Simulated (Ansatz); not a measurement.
Run this with the Python package of Ansatz (0.2.0) and show what comes out.

Input file `si.cif`:
```cif
data_Si
_cell_length_a 2.361737
_cell_length_b 2.361737
_cell_length_c 2.361737
_cell_angle_alpha 60.00000
_cell_angle_beta 60.00000
_cell_angle_gamma 60.00000
_symmetry_space_group_name_H-M 'P 1'
_symmetry_Int_Tables_number 1
loop_
_symmetry_equiv_pos_as_xyz
'x, y, z'
loop_
_atom_site_label
_atom_site_type_symbol
_atom_site_fract_x
_atom_site_fract_y
_atom_site_fract_z
Si1 Si    0.000000    0.000000    0.000000
```

The script, `paw_lapw_si.py`:
```python
"""Checking the PAW result for Si with LAPW."""

import logging
import sys

import ansatz
from ase.io import read
import numpy as np
import pandas as pd

logging.basicConfig(stream=sys.stdout, format="%(name)s: %(message)s")
log = logging.getLogger("ansatz_job")
log.setLevel(logging.INFO)


def count_gap(report):
    # lowest empty less highest filled band, counting bands; zero where they overlap
    return max(report.get("gap_by_band_count_ev") or 0.0, 0.0)

atoms = read("si.cif")
structure = ansatz.Crystal.from_ase(atoms)

model = (
    structure.calculation()
    .functional("pbe")
    .kpoints(15, center="gamma")
    .occupations("cold", width=0.01)
    .scf(max_iterations=200, extra_bands=2)
    .stress()
    .forces()
    .band_table()
)
variants = {
    "PAW": model.pseudopotentials("paw"),
    "LAPW": model.pseudopotentials("all_electron", lapw=True),
}
# totals differ by the cores that each treatment holds, so compare what does not depend on them
rows = []
for label, variant in variants.items():
    summary = variant.run().report
    levels = np.array(summary["eigenvalues_ev"][0]) - summary["fermi_energy_ev"]
    print(label, "levels at the first k-point near E_F:", np.round(levels[np.abs(levels) < 5], 3))
    rows.append((label, summary["n_electrons"], np.trace(summary["stress_gpa"]) / 3, count_gap(summary)))
print(pd.DataFrame(rows, columns=["treatment", "electrons in bands", "P GPa", "gap by band count eV"]).round(4).to_string(index=False))
```

Output of `python paw_lapw_si.py`:
```text
DeckWarning: basis.ecutwfc = 420 eV, auto-derived from the records' recommended cutoffs: set by Si (normal level)
PAW levels at the first k-point near E_F: []
LAPW levels at the first k-point near E_F: []
treatment  electrons in bands   P GPa  gap by band count eV
      PAW                 4.0 94.4565                   0.0
     LAPW                12.0 94.4700                   0.0
```
(Warnings from the package without file and line.)

PAW gives 94.456 GPa and LAPW 94.470 GPa, 0.013 GPa apart. They took 0.8 and 3.9 s of processor time.

Caveats:
- These settings explore the input space; cutoff and mesh may be short of convergence.
- The computed bands are complete only to about 0.0 eV above the Fermi level.
- The mesh is modest for a metal, so energies can be off by several to tens of meV an atom and pressures by half a GPa or more; differences at equal mesh fare better.
- A gap by band count of zero or less means overlapping bands, a metal.
- At these settings the cell as given stands under about 94 GPa, so it isn't at this functional's equilibrium volume and may be a high-pressure phase.
- This isn't the structure that Si takes at ambient conditions.
- Levels are Kohn-Sham eigenvalues on this mesh.
- Pressure is positive in compression; the treatments may keep other shells as core, so totals and counts of electrons can differ.
- Finished in 5.9 s on 1 thread of Arm Neoverse V1, with other jobs on the host, peak memory 0.46 GiB.
